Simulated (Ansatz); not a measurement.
# GaAs: the cost of one run

Method: DFT PBEsol, scalar-relativistic, plane waves, PAW, in Ansatz 0.2.0.

5 further runs of the same task are left out: 5 set aside as unsound or not needed.

## Step 1: The system as given

It takes space group F-43m (No. 216, cubic). The conventional cell has a = 5.659 Å, b = 5.659 Å, c = 5.659 Å, α = 90.00°, β = 90.00°, γ = 90.00°. Around Ga (site symmetry -43m) lie 4 As at 2.45 Å. Around As (site symmetry -43m) lie 4 Ga at 2.45 Å.

Coordinates:

```cif
data_structure
_symmetry_space_group_name_H-M 'F-43m'
_symmetry_Int_Tables_number 216
_cell_length_a 5.6591
_cell_length_b 5.6591
_cell_length_c 5.6591
_cell_angle_alpha 90.000
_cell_angle_beta 90.000
_cell_angle_gamma 90.000
_cell_volume 181.24
loop_
_atom_site_label
_atom_site_type_symbol
_atom_site_symmetry_multiplicity
_atom_site_Wyckoff_symbol
_atom_site_fract_x
_atom_site_fract_y
_atom_site_fract_z
_atom_site_occupancy
Ga1 Ga 4 a 0.00000 0.00000 0.00000 1
As1 As 4 c 0.25000 0.25000 0.25000 1
```

It is the result of an earlier relaxation at this level (volume 22.65 Å³/atom; gap on the mesh: 0.42 eV).

## Step 2: The cell at 0.98 of its volume

input.yaml

```yaml
crystal:
  lattice:
    - [0.0, 2.8105677685, 2.8105677685]
    - [2.8105677685, 0.0, 2.8105677685]
    - [2.8105677685, 2.8105677685, 0.0]
  atoms:
    - { symbol: Ga, position: [0.0, 0.0, 0.0] }
    - { symbol: As, position: [0.75, 0.75, 0.75] }
basis:
  ecutwfc: 420
kpoints:
  mp_grid: { grid: [12, 12, 12] }
hamiltonian:
  xc: pbesol
scf:
  occupations: { method: fixed }
output:
  forces: true
  stress: true
  eigenvalues: true
```

Run with:

```console
$ ansatz run input.yaml --threads 1 --pin off --max-ram 3072MiB --backend cpu --events-out ev --progress --plain --runs-dir out
```

What time and memory should one allow on 1 thread of Arm Neoverse V1, shared host?

About 5.8 s, with a peak of 0.35 GiB.
